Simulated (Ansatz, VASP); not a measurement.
**Al5P: VASP beside Ansatz**

```
Al P
1.0
     0.00000    3.63999    3.63999
     3.63999    0.00000    3.63999
     3.63999    3.63999    0.00000
Al P
5 1
Direct
  0.75000 0.75000 0.75000
  0.37589 0.37589 0.87233
  0.37589 0.87233 0.37589
  0.37589 0.37589 0.37589
  0.87233 0.37589 0.37589
  0.00000 0.00000 0.00000
```

Change from the starting cell: species swapped into the ZrCu5 type (F-43m, No. 216).

Alike in both runs: task relaxation of cell and atoms; functional PBE; k mesh 4 × 4 × 4; occupations gaussian, width 0.1 eV; no spin polarisation.

```csv
,VASP,Ansatz
version,VASP 6.6.1,Ansatz 0.2.0
potentials or method,"VASP PAW PBE potentials, release 64 (Al, P)","scalar-relativistic, plane waves, PAW"
plane-wave cutoff (eV),600,420
valence electrons in the cell,20,20
```

Ansatz gave:

| Quantity | Value |
| --- | --- |
| gap on the k mesh at the Fermi level, each at its own relaxed structure (eV) | none |
| relaxed volume (Å³/atom) | 17.16 |
| relaxed cell length with the largest relative difference (Å) | 5.261 |
| energy change over the relaxation (meV/atom) | -17 |

Q: What did VASP give for the same quantities?

A: gap on the k mesh at the Fermi level, each at its own relaxed structure (eV): none; relaxed volume (Å³/atom): 17.21; relaxed cell length with the largest relative difference (Å): 5.266; energy change over the relaxation (meV/atom): -18.

A gap of «none» marks a metal or a gap that the smearing closes.

Caveats: the k mesh is coarse (spacing up to 0.37 Å⁻¹), so the values aren't converged; the bands computed are all filled at some k points, so no gap is given.
